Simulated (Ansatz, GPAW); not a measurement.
# One calculation of Pb, 4 ways

```
CELL_PARAMETERS angstrom
-1.97966 1.97966 1.97966
1.97966 -1.97966 1.97966
1.97966 1.97966 -1.97966
ATOMIC_POSITIONS crystal
Pb 0.00000 0.00000 0.00000
```

This isn't the form of Pb at room conditions, which is fcc.

Alike in all runs: task band structure; functional PBEsol; k mesh 9 × 9 × 9; occupations fermi-dirac, width 0.05 eV; no spin polarisation; no spin-orbit coupling. Pressure is positive in compression and, in plane waves, holds the error of the finite cutoff, which Ansatz's Pulay term estimates and takes out.

```tsv
program and potentials	plane-wave cutoff (eV)	notes	pressure (GPa)
Ansatz, Ansatz PAW	420	potentials made for PBE, which Ansatz adapts in part	?
Ansatz, all-electron LAPW, scalar-relativistic	-	-	-1.95
GPAW, PAW data sets generated for this functional	600	-	-2.22
Ansatz, PAW datasets made for the crystal	260	-	-1.95
```

Task: Estimate from the other rows what the run with Ansatz, Ansatz PAW gave.

Result: Pressure -1.96 GPa. The other rows, which needn't bracket it: pressure -2.22 to -1.95.
